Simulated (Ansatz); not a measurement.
Relaxed bulk BiTe:

```cif
data_structure
_symmetry_space_group_name_H-M 'Fm-3m'
_symmetry_Int_Tables_number 225
_cell_length_a 6.4665
_cell_length_b 6.4665
_cell_length_c 6.4665
_cell_angle_alpha 90.000
_cell_angle_beta 90.000
_cell_angle_gamma 90.000
_cell_volume 270.41
loop_
_atom_site_label
_atom_site_type_symbol
_atom_site_symmetry_multiplicity
_atom_site_Wyckoff_symbol
_atom_site_fract_x
_atom_site_fract_y
_atom_site_fract_z
_atom_site_occupancy
Bi1 Bi 4 a 0.00000 0.00000 0.00000 1
Te1 Te 4 b 0.50000 0.00000 0.00000 1
```

Miller indices refer to the conventional cell of Fm-3m (No. 225), a = 6.467 Å, b = 6.467 Å, c = 6.467 Å, α = 90.00°, β = 90.00°, γ = 90.00°.

Consider the (111) slab of 5 planes, 7.5 Å thick with 15 Å of vacuum as cut; outer planes Bi (top) and Bi (bottom), all atoms relaxed.

Method: DFT r2SCAN, scalar-relativistic, plane waves, PAW (Ansatz 0.2.0). Cutoff 500 eV; k points 9×9×1 on the computed 5-atom cell (Γ-centred); Gaussian smearing, width 0.10 eV; no spin polarisation. The cell repeats along c with a dipole correction in the vacuum.

The slab isn't stoichiometric (Bi3Te2), so its surface energy depends on the chemical potentials; it is given with the excess atoms taken from the element's standard state, a limit at which the compound may itself be unstable, so the figure can be too low. The slab's middle planes relax by over 3 % too, so it holds no bulk-like region.

Question: Predict the surface energy with the excess atoms taken from the elements.

Answer: 0.88 J/m².

Question: Estimate the work function.

Answer: 4.33 eV.

Question: The top two planes lie 1.867 Å apart in the bulk. How does relaxation change this?

Answer: The spacing becomes 1.739 Å (-6.8 %).

Spin-orbit coupling is left out, which matters for the bands of heavy elements.